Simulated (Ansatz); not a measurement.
Write the native input for Ansatz 0.2.0 that does the following.

| Item | Value |
| --- | --- |
| Task | single point |
| Functional | PBE |
| Potentials or basis | Ansatz PAW |
| Cutoff | 420 eV (not typed: the program's choice for these potentials) |
| k mesh | 11 × 11 × 11 |
| Occupations | gaussian, width 0.019 eV |
| Spin | collinear spin, ferromagnetic start |
| Starting moments | [2.0, 0.0] μB |

The system is CoO.

```
Co O
1.0
     0.00000    2.13150    2.13150
     2.13150    0.00000    2.13150
     2.13150    2.13150    0.00000
Co O
1 1
Direct
  0.00000 0.00000 0.00000
  0.50000 0.50000 0.50000
```

One way to write it, as run:

input.yaml

```yaml
crystal:
  lattice:
    - [0.0, 2.1315, 2.1315]
    - [2.1315, 0.0, 2.1315]
    - [2.1315, 2.1315, 0.0]
  atoms:
    - { symbol: Co, position: [0.0, 0.0, 0.0], spin: 2.0 }
    - { symbol: O, position: [0.5, 0.5, 0.5] }
hamiltonian:
  xc: pbe
  pseudopotentials: { kind: paw }
magnetization:
  spin_polarized: true
kpoints:
  mp_grid: { grid: [11, 11, 11] }
scf:
  occupations: { method: gaussian, width: 0.019 }
output:
  forces: true
  stress: true
  eigenvalues: true
```

Potentials or basis: Ansatz PAW.

Launch:

```sh
$ ansatz run input.yaml --threads 2 --pin off --max-ram 5632MiB --backend cpu --events-out ev --progress --plain --runs-dir out
```

Results of the run:

```
Pressure               : -1.6 GPa
Band gap on the k mesh : none (metal or under the smearing width)
Net moment             : 2.99 μB per cell
Absolute moment        : 3.00 μB per cell
Site moments           : Co +2.53; O +0.34 μB
```

Caveat: the pressure holds a Pulay correction of +0.7 GPa for the finite cutoff; a cell with one magnetic atom can't hold antiferromagnetic order, which such compounds often take; semilocal functionals often make such compounds metallic where correlation or magnetic order opens a gap, which also shifts bond lengths.

It took 2.2 s on 2 threads of Intel(R) Xeon(R) Platinum 8488C (Sapphire Rapids), on a shared host, peak memory 0.36 GiB.
